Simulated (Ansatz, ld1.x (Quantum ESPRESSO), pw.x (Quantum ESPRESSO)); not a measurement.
## What a changed setting does to a pw.x run (sc N)

Potential: norm-conserving Troullier–Martins (Kleinman–Bylander form), ld1.x (Quantum ESPRESSO) 7.5, PBE; core [He], reference 2s2 2p3; waves: 2p (bound): rc 1.50 bohr; 3d channel at 0.3 Ry: rc 1.30 bohr; 2s (bound): rc 1.00 bohr; local part: the s channel; core correction: a·sin(br)/r model core inside 0.60 bohr.

The reference run (k-mesh 17³, cutoffs 170/680 Ry, Fermi–Dirac 0.01 Ry, mixing_beta 0.4, conv_thr 1e-9, no spin) gives -4.17 GPa at 6.670 Å³/atom, where all-electron LAPW gives -4.61 GPa. This run, with its own iteration cap, changes degauss to 0.02.

```
&control
  calculation='scf', prefix='x', pseudo_dir='./', outdir='./tmp', tstress=.true., disk_io='none'
/
&system
  ibrav=0, nat=1, ntyp=1, ecutwfc=170, ecutrho=680, nbnd=9,
  occupations='smearing', smearing='fd', degauss=0.02
/
&electrons
  conv_thr=1e-09, mixing_beta=0.4, electron_maxstep=50
/
ATOMIC_SPECIES
N 1.0 N.UPF
CELL_PARAMETERS angstrom
  1.88238568 0.00000000 0.00000000
  0.00000000 1.88238568 0.00000000
  0.00000000 0.00000000 1.88238568
ATOMIC_POSITIONS crystal
N 0.0000 0.0000 0.0000
K_POINTS automatic
17 17 17 0 0 0
```

```bash
pw.x < N.scf.in > N.scf.out
```

Problem. How does the run end?

Solution. It converges in 7 iterations; the free energy moves by -32.2 meV/atom and the pressure by +0.51 GPa. In a metal, with Fermi–Dirac smearing, F lies below its zero-width value by a term in the square of the width.

```
Message from routine setup:
     using ibrav=0 with symmetry is DISCOURAGED, use correct ibrav instead
     lattice parameter (alat)  =       3.5572  a.u.
     unit-cell volume          =      45.0114 (a.u.)^3
     number of electrons       =         5.00
     number of Kohn-Sham states=            9
     kinetic-energy cutoff     =     170.0000  Ry
     charge density cutoff     =     680.0000  Ry
     scf convergence threshold =      1.0E-09
     Exchange-correlation= PBE
     number of k points=   165  Fermi-Dirac smearing, width (Ry)=  0.0200
     iteration #  1     ecut=   170.00 Ry     beta= 0.40
     total energy              =     -19.92331920 Ry
     estimated scf accuracy    <       0.00238128 Ry
     iteration #  2     ecut=   170.00 Ry     beta= 0.40
     total energy              =     -19.92369237 Ry
     estimated scf accuracy    <       0.00083017 Ry
     iteration #  3     ecut=   170.00 Ry     beta= 0.40
     total energy              =     -19.92373103 Ry
     estimated scf accuracy    <       0.00001178 Ry
     iteration #  4     ecut=   170.00 Ry     beta= 0.40
     total energy              =     -19.92373226 Ry
     estimated scf accuracy    <       0.00000014 Ry
     iteration #  5     ecut=   170.00 Ry     beta= 0.40
     total energy              =     -19.92373229 Ry
     estimated scf accuracy    <       0.00000002 Ry
     iteration #  6     ecut=   170.00 Ry     beta= 0.40
     total energy              =     -19.92373229 Ry
     estimated scf accuracy    <          2.2E-09 Ry
     iteration #  7     ecut=   170.00 Ry     beta= 0.40
     the Fermi energy is    10.5029 ev
!    total energy              =     -19.92373229 Ry
     estimated scf accuracy    <          8.1E-11 Ry
     smearing contrib. (-TS)   =      -0.00604557 Ry
     The total energy is F=E-TS. E is the sum of the following terms:
     one-electron contribution =       3.39348546 Ry
     hartree contribution      =       1.82564731 Ry
     xc contribution           =      -5.19625706 Ry
     ewald contribution        =     -19.94056243 Ry
     convergence has been achieved in   7 iterations
          total   stress  (Ry/bohr**3)                   (kbar)     P=      -36.55
     Message from routine punch:
     Nothing written, as per user request (disk_io='none')
```

The run took about 17 s on one core of a shared host (Neoverse-V2, 96 threads, 742 GiB, load 32).
